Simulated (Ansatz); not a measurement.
The system is CuI (Marshite).

```
CELL_PARAMETERS angstrom
0.00000 3.03150 3.03150
3.03150 0.00000 3.03150
3.03150 3.03150 0.00000
ATOMIC_POSITIONS crystal
I 0.00000 0.00000 0.00000
Cu 0.75000 0.75000 0.75000
```

Base run:

- Program: Ansatz 0.2.0
- Functional: LDA
- Potentials or basis: all-electron LAPW, scalar-relativistic
- Cutoff: 283 eV (chosen from the basis error)
- Basis error allowed: 0.001 eV/atom
- k mesh: 8 × 8 × 8
- Occupations: fermi-dirac, width 0.05 eV
- Spin: no spin polarisation

Its results: band gap on the k mesh 0.94 eV, direct; pressure -4.4 GPa.

The run is repeated on the same cell with these changes: functional from LDA to BLYP. What comes out?

Band gap on the k mesh 1.16 eV, direct; pressure 3.5 GPa.

BLYP binds less tightly than LDA, so the same cell stands under more pressure.

Caveats: spin-orbit coupling is left out, which moves the levels of the heavy elements.
